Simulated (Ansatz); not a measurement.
We consider rutile GeO2, described by RPBE in Ansatz (PAW).

Run with plane-wave cutoff 520 eV, 8×8×12 k mesh (along the axes of the cell as run), Fermi–Dirac smearing 0.01 eV, scalar-relativistic PAW data made under PBE.

Shape and atoms are relaxed at each volume.

Pressure at four volumes; x = ln(V/10.003 Å³). One pressure is withheld.

```
V (Å³/atom)        x  P (GPa)
-----------  -------  -------
9.602        -0.0409        ?
9.803        -0.0202     3.69
10.003        0.0000    -0.01
10.403        0.0392    -5.71
```

Q: Pass a parabola P(x) through the three rows shown, estimate the bulk modulus and its pressure derivative near zero pressure, and predict the withheld pressure.

A: Slopes between the rows: (-0.01 − (3.69))/(0.0000 − (-0.0202)) = -183.17 and (-5.71 − (-0.01))/(0.0392 − (0.0000)) = -145.41 GPa. Their difference over the span 0.0594 is c = 37.76/0.0594 = 635.7 GPa, so P(x) = 3.69 + (-183.17)(x − (-0.0202)) + 635.7 (x − (-0.0202))(x − (0.0000)). At the middle row B = −dP/dx = −[-183.17 + 635.7 × 0.0202] = 170.3 GPa, and B′ = dB/dP = 2c/B = 7.5. At x = -0.0409 the parabola gives 8.02 GPa; the run gives 7.99 GPa. The Birch–Murnaghan fit to the energies at all volumes has B0 = 169 GPa and B′ = 7.4.

Measured, for comparison: bulk modulus 251 GPa (room temperature, no zero-point or thermal correction, from measured elastic constants; as tabulated in Sevik and Bulutay (2007), arXiv:cond-mat/0610176). Computed (rounded) less measured: bulk modulus -33 %.

Note: the bulk modulus comes from volumes at which shape and atoms were relaxed.

Ansatz is a program for electronic structure.
